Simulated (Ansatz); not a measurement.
## Molecular dynamics of WC

input.yaml

```yaml
accuracy: low
crystal:
  lattice:
    - [-3.036623, -5.259586, 0.0]
    - [4.554935, -2.629793, 0.0]
    - [0.0, 0.0, 5.927408]
  atoms:
    - { symbol: W, position: [0.75204213, 0.44862923, 0.04439511] }
    - { symbol: C, position: [0.53202026, 0.70288404, 0.27279126] }
    - { symbol: W, position: [0.77337832, 0.49973243, 0.55170208] }
    - { symbol: C, position: [0.53786192, 0.65073961, 0.82146849] }
    - { symbol: W, position: [0.4942036, 0.00358872, 0.03174432] }
    - { symbol: C, position: [0.21311226, 0.17824762, 0.2862967] }
    - { symbol: W, position: [0.5150727, -0.03152951, 0.53477734] }
    - { symbol: C, position: [0.30982388, 0.17949461, 0.79892375] }
    - { symbol: W, position: [0.23629574, 0.46940951, 0.03074623] }
    - { symbol: C, position: [0.04351287, 0.68594523, 0.28290869] }
    - { symbol: W, position: [0.26338933, 0.51164086, 0.55106109] }
    - { symbol: C, position: [0.01708764, 0.64571809, 0.80945595] }
    - { symbol: W, position: [-0.00738043, -0.01042512, 0.04962562] }
    - { symbol: C, position: [0.74504909, 0.16497618, 0.35145491] }
    - { symbol: W, position: [0.02699439, -0.00578962, 0.52484264] }
    - { symbol: C, position: [0.81471474, 0.16001877, 0.80235941] }
basis:
  ecutwfc: 420.0
kpoints:
  mp_grid: { grid: [2, 2, 2] }
hamiltonian:
  xc: pbe
  pseudopotentials: { kind: paw, azcp: { folder: soft_1 } }
scf:
  occupations: { method: fermi_dirac, width: 0.24 }
  lower_state_search: "off"
md:
  timestep: 1
  n_steps: 200
  ensemble: npt_langevin
  temperature: 1960.0
  initial_velocities: maxwell_boltzmann
  seed: 533332
  friction: 0.05
  pressure: 10.0
  fix_cell: []
```

Run as:

```bash
$ ansatz run input.yaml --threads 1 --pin off --max-ram 3072MiB --backend cpu --events-out ev --progress --plain --runs-dir out
```

It goes on from the last frame of an earlier run, with new velocities.

Output, in part (step lines):

```
md step     0: t =     0.00 fs  T =  1837.5 K  F+E_penalty+E_count = -85089.45405139 eV  E_kin = 3.800244 eV  conserved = -85074.72190367 eV  P_inst = -18.2977 GPa  V = 189.3378 Å³  selection 1  (9 SCF iters)
md step     1: t =     1.00 fs  T =  1849.0 K  F+E_penalty+E_count = -85089.36890489 eV  E_kin = 3.824101 eV  conserved = -85074.72138140 eV  P_inst = -17.8992 GPa  V = 189.3186 Å³  selection 1  (6 SCF iters)
md step     2: t =     2.00 fs  T =  1761.8 K  F+E_penalty+E_count = -85089.31068017 eV  E_kin = 3.643692 eV  conserved = -85074.72090393 eV  P_inst = -17.6186 GPa  V = 189.2540 Å³  selection 1  (6 SCF iters)
md step     3: t =     3.00 fs  T =  1708.8 K  F+E_penalty+E_count = -85089.32308354 eV  E_kin = 3.534075 eV  conserved = -85074.72080688 eV  P_inst = -17.3518 GPa  V = 189.1092 Å³  selection 1  (6 SCF iters)
md step     4: t =     4.00 fs  T =  1451.3 K  F+E_penalty+E_count = -85089.40806566 eV  E_kin = 3.001474 eV  conserved = -85074.71927769 eV  P_inst = -17.4681 GPa  V = 188.9161 Å³  selection 1  (6 SCF iters)
md step     5: t =     5.00 fs  T =  1550.0 K  F+E_penalty+E_count = -85089.54216667 eV  E_kin = 3.205590 eV  conserved = -85074.71949366 eV  P_inst = -17.3795 GPa  V = 188.7562 Å³  selection 1  (5 SCF iters)
md step     6: t =     6.00 fs  T =  1400.2 K  F+E_penalty+E_count = -85089.69524306 eV  E_kin = 2.895854 eV  conserved = -85074.71949356 eV  P_inst = -17.7849 GPa  V = 188.6809 Å³  selection 1  (5 SCF iters)
md step     7: t =     7.00 fs  T =  1308.3 K  F+E_penalty+E_count = -85089.87092767 eV  E_kin = 2.705765 eV  conserved = -85074.71979710 eV  P_inst = -18.2443 GPa  V = 188.6105 Å³  selection 1  (6 SCF iters)
[... lines left out ...]
```

The steps, from the saved trajectory:

```csv
time (fs),T (K),potential energy less start (eV),conserved less start (meV/atom),P (GPa),volume (Å³)
0.0,1838,0.000,0.00,-18.3,189.3
6.0,1400,-0.241,0.15,-17.8,188.7
12.0,1366,-1.394,0.12,-18.3,187.0
18.0,2757,-2.213,-0.05,-11.9,183.2
24.0,2719,-1.715,-0.03,-3.9,179.9
30.0,2705,-1.070,0.02,4.2,176.5
36.0,2297,-0.894,0.24,8.7,173.9
42.0,2877,-2.075,-0.16,8.3,172.8
48.0,1954,-2.772,0.06,4.7,173.0
54.0,1511,-2.286,0.27,7.8,171.6
60.0,1105,-1.950,0.37,10.1,170.9
66.0,1830,-2.250,0.24,10.2,171.0
72.0,1421,-2.640,0.32,8.5,171.3
78.0,1590,-3.120,0.21,6.6,171.9
84.0,1602,-3.356,0.23,7.7,171.1
90.0,1959,-3.326,0.13,13.2,169.1
96.0,1790,-3.051,0.24,17.1,167.6
102.0,2518,-3.045,0.22,19.6,166.7
108.0,2650,-3.883,0.06,12.7,168.6
114.0,2394,-3.945,-0.01,6.9,171.1
120.0,1889,-2.814,0.18,6.7,172.7
126.0,1496,-2.031,0.35,3.8,175.3
132.0,1837,-2.766,0.24,-1.1,176.9
138.0,2083,-3.530,0.12,-2.9,176.2
144.0,1831,-3.622,0.11,-1.0,174.3
150.0,1771,-3.381,0.15,5.0,171.8
156.0,1503,-3.117,0.31,4.9,171.8
162.0,1758,-3.018,0.20,3.5,172.4
168.0,1888,-2.841,0.20,-0.8,174.3
174.0,2359,-3.018,0.09,-5.4,176.6
180.0,2412,-3.035,-0.06,-8.8,178.2
186.0,2047,-3.160,0.12,-8.2,177.7
192.0,1497,-3.711,0.25,-4.3,175.3
198.0,1823,-3.979,0.10,2.0,172.6
```

The run went to its last step. The conserved energy stayed within 0.37 meV per atom of its start (net change -0.047 meV per atom), so the integration is sound. A run of 0.2 ps of so small a system gives no equilibrium averages. Limits of this set-up: coarse k mesh, low accuracy level. The cell's volume went from 189 to 172 Å³.

Mean squared displacements from the first frame to the last, about the centre of mass, the cell's change included: W 0.05 Å², C 0.20 Å².

Last frame:

```xyz
16
Lattice="-2.8716 -5.0774 -0.0525 4.3627 -2.5706 -0.0077 0.0181 0.0487 5.8138" Properties=species:S:1:pos:R:3
W -0.060 -5.128 0.150
C 1.433 -4.263 1.842
W 0.125 -5.052 3.163
C 1.610 -4.081 4.774
W -1.565 -2.573 0.172
C 0.155 -1.575 1.939
W -1.435 -2.496 3.138
C -0.007 -1.622 4.765
W 1.379 -2.595 0.479
C 2.793 -1.657 1.795
W 1.535 -2.443 3.272
C 3.039 -1.666 4.574
W -0.010 -0.014 0.298
C -1.435 -4.343 1.643
W 0.060 -0.036 3.195
C -1.168 -4.151 4.460
```

The run took 22 min on 1 thread of Arm Neoverse V1, with other jobs on the host, peak memory 0.6 GiB.
